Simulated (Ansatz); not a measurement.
# RbBr: the cost of one run

Computed with Ansatz 0.2.0 (DFT PBE, scalar-relativistic, plane waves, PAW, unless a step's input says otherwise).

The COD entry's cell or inner coordinates are ideal or old and differ from later refinements, so a difference from it is no clean test against experiment.

1 further run of the same task is left out (set aside as unsound or not needed).

## (1) The system as given

Symmetry: Fm-3m, No. 225, cubic system. Conventional cell: a = 7.017 Å, b = 7.017 Å, c = 7.017 Å, α = 90.00°, β = 90.00°, γ = 90.00°. Around Rb (site symmetry m-3m) lie 6 Br at 3.51 Å. Br (site symmetry m-3m) has 6 Rb at 3.51 Å as nearest neighbours.

Structure file:

```xyz
2
Lattice="0.0000 3.5087 3.5087 3.5087 0.0000 3.5087 3.5087 3.5087 0.0000" Properties=species:S:1:pos:R:3 pbc="T T T"
Rb    0.0000    0.0000    0.0000
Br    3.5087    3.5087    3.5087
```

It is the result of an earlier relaxation at this level (volume 43.19 Å³/atom; gap on the mesh: 4.19 eV).

## (2) Relaxing to 0.001 eV/Å

Response functions are second derivatives at a minimum, so forces and stress are first brought close to zero on the mesh and occupations that the response runs use.

Contents of input.yaml:

```yaml
crystal:
  lattice:
    - [0.0, 3.5086792297, 3.5086792297]
    - [3.5086792297, 0.0, 3.5086792297]
    - [3.5086792297, 3.5086792297, 0.0]
  atoms:
    - { symbol: Rb, position: [0.0, 0.0, 0.0] }
    - { symbol: Br, position: [0.5, 0.5, 0.5] }
basis:
  ecutwfc: 420
kpoints:
  mp_grid: { grid: [6, 6, 6] }
hamiltonian:
  xc: pbe
scf:
  occupations: { method: fixed }
output:
  forces: true
  stress: true
  eigenvalues: true
relax:
  adjacent_minimum: "off"
  f_tol: 0.001
  max_steps: 60
  cell: { stress_tol: 0.01 }
```

Command:

```bash
ansatz run input.yaml --threads 1 --pin off --max-ram 2560MiB --backend cpu --events-out ev --progress --plain --runs-dir out
```

**Question.** How long does this run take on 1 thread of an Arm CPU, shared host, and how much memory does it need?

About 2.6 s, with a peak of 0.31 GiB.
